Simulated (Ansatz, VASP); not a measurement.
InP: VASP beside Ansatz

```
In P
1.0
     0.00000    2.95198    2.95198
     2.95198    0.00000    2.95198
     2.95198    2.95198    0.00000
In P
1 1
Direct
  0.00000 0.00000 0.00000
  0.25000 0.25000 0.25000
```

The cell was built by a generator and isn't the measured one.

Alike in both runs: task single point; functional PBE; k mesh 6 × 6 × 6; occupations gaussian, width 0.1 eV; no spin polarisation.

```csv
,VASP,Ansatz
version,VASP 6.6.1,Ansatz 0.2.0
potentials or method,"VASP PAW PBE potentials, release 64 (In_d, P)","scalar-relativistic, plane waves, PAW"
plane-wave cutoff (eV),520,420
valence electrons in the cell,18,18
```

Ansatz gave:

| Property | Result |
| --- | --- |
| gap on the k mesh at the Fermi level (eV) | 0.59 |
| least direct gap on the mesh (eV) | 0.59 |
| pressure (GPa) | 1.8 |

Question: What did VASP give for the same quantities?

Answer: gap on the k mesh at the Fermi level (eV): 0.59; least direct gap on the mesh (eV): 0.59; pressure (GPa): 1.7.

Caveats: spin-orbit coupling is left out, which moves the levels of the heavy elements.
